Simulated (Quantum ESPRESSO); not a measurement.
Ta2N:

```xyz
3
Lattice="3.1129 0.0000 0.0000 -1.5564 2.6958 0.0000 0.0000 0.0000 4.8698" Properties=species:S:1:pos:R:3 pbc="T T T"
Ta    0.0000    1.7972    1.2404
Ta    1.5564    0.8986    3.6294
N     0.0000    0.0000    0.0000
```

The cell comes from a database or a generator and needn't be the stable form of this composition.

Base run:

| Property | Result |
| --- | --- |
| Program | Quantum ESPRESSO 7.5 |
| Functional | PBEsol |
| Potentials or basis | GBRV 1.5 PBEsol |
| Cutoff | 762 eV |
| Density cutoff | 6095 eV |
| k mesh | 10 × 10 × 6 |
| Occupations | fermi-dirac, width 0.05 eV |
| Spin | no spin polarisation |
| Hubbard terms | Ta d U = 1 eV |

Its results: band gap on the k mesh none (metal or under the smearing width); pressure -10.7 GPa; largest force 0.286 eV/Å.

**Question.** The run is repeated on the same cell with these changes: hubbard terms from Ta d U = 1 eV to Ta d U = 2 eV. What comes out?

**Answer.** Band gap on the k mesh none (metal or under the smearing width); pressure -12.3 GPa; largest force 0.301 eV/Å.

Caveats: U without spin polarisation on a metal has little footing.
